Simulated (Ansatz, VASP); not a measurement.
NaCl: VASP beside Ansatz

```
Na Cl
1.0
     2.82135    0.00000    0.00000
     0.00000    2.82135    0.00000
     0.00000    0.00000    2.82135
Na Cl
1 1
Direct
  0.00000 0.00000 0.00000
  0.50000 0.50000 0.50000
```

Change from the starting cell: functional lda, volume scaled by 0.96, PAW files.

Alike in both runs: task electric field gradients; functional LDA; k mesh 8 × 8 × 8; occupations fermi-dirac, width 0.02 eV; no spin polarisation.

|  | VASP | Ansatz |
| --- | --- | --- |
| version | VASP 6.6.1 | Ansatz 0.2.0 |
| potentials or method | VASP PAW LDA potentials, release 64 (Na_pv, Cl) | PAW with Ansatz's default frozen-core files, scalar-relativistic |
| plane-wave cutoff (eV) | 520 | 420 |
| valence electrons in the cell | 14 | 16 |

VASP gave:

* gap on the k mesh at the Fermi level (eV): 3.87
* pressure (GPa): 64.8
* Vzz of the field gradient on the site that differs most (V/Å²): 0.0

Task: Which values does Ansatz return?

Result: gap on the k mesh at the Fermi level (eV): 3.83; pressure (GPa): 64.4; Vzz of the field gradient on the site that differs most (V/Å²): 0.0.

The two sets of potentials don't hold the same shells in valence.

Caveats: the cell as given lies far from equilibrium; so large a pressure means that the cell lies far from this level's equilibrium, or that cutoff or potentials fall short (VASP). A k mesh can miss the band edges.
